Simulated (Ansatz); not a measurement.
# Ag in Ansatz: the effect of functional

The system is Ag.

```
Ag
1.0
     2.91033    0.00000    0.00000
    -1.45517    2.52042    0.00000
     0.00000    0.00000    4.75785
Ag
2
Direct
  0.66667 0.33333 0.75000
  0.33333 0.66667 0.25000
```

This isn't the form of Ag at room conditions, which is fcc.

The cell isn't the ideal one: volume scaled by 0.98.

Alike in all runs:

* Program: Ansatz 0.2.0
* Task: single point
* Potentials or basis: Ansatz PAW
* k mesh: 10 × 10 × 6
* Occupations: fermi-dirac, width 0.05 eV
* Spin: no spin polarisation

```tsv
functional	cutoff	pressure (GPa)
LDA	420 eV (not typed: the program's choice for these potentials)	-8.9
PBEsol	420 eV (not typed: the program's choice for these potentials)	?
r2SCAN	500 eV (not typed: the program's choice for these potentials)	-0.5
```

What does the run with functional PBEsol give?

Pressure -4.4 GPa.

Caveats: the PAW data sets come from PBE, with cores solved anew for the run's functional, which leaves a small shift of forces and pressure.

Runs at the PBE level aren't shown here.
